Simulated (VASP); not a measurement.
Input of a VASP 6.6.1 run:

INCAR

```
PREC     = Accurate       # precision mode
ENCUT    = 600            # plane-wave cutoff, eV
EDIFF    = 1E-7           # SCF threshold, eV
ISMEAR   = -1             # smearing method
SIGMA    = 0.05           # smearing width, eV
LREAL    = False          # projectors in reciprocal space
LASPH    = True           # aspherical terms in the spheres
NELM     = 100            # most SCF steps
ALGO     = Fast           # electronic algorithm
ISIF     = 3              # what is computed and relaxed
LWAVE    = False          # write WAVECAR
LCHARG   = False          # write CHGCAR
GGA      = PE             # functional
IBRION   = 2              # ionic algorithm
NSW      = 40             # ionic steps
EDIFFG   = -0.01          # ionic threshold
```

File KPOINTS:

```
regular mesh
0
Gamma
  6 6 6
```

Contents of POSCAR:

```
InPd
1.0
    0.0000000000      2.7460700000      2.7460700000
    2.7460700000      0.0000000000      2.7460700000
    2.7460700000      2.7460700000      0.0000000000
In Pd
1 1
Direct
    0.0000000000      0.0000000000      0.0000000000
    0.5000000000      0.5000000000      0.5000000000
```

Potentials or basis: VASP PAW PBE potentials, release 64 (In_d, Pd).

Command:

```sh
$ cat potpaw_PBE.64/In_d/POTCAR potpaw_PBE.64/Pd/POTCAR > POTCAR
$ mpirun -np 1 vasp_std > vasp.out
```

(1) What does it give for the band gap on the k mesh?

(2) What does it give for the relaxed cell?

Results:

(1) none (metal or under the smearing width).

(2) a = 3.886 Å, b = 3.886 Å, c = 3.886 Å, α = 60.00°, β = 60.00°, γ = 60.00°.
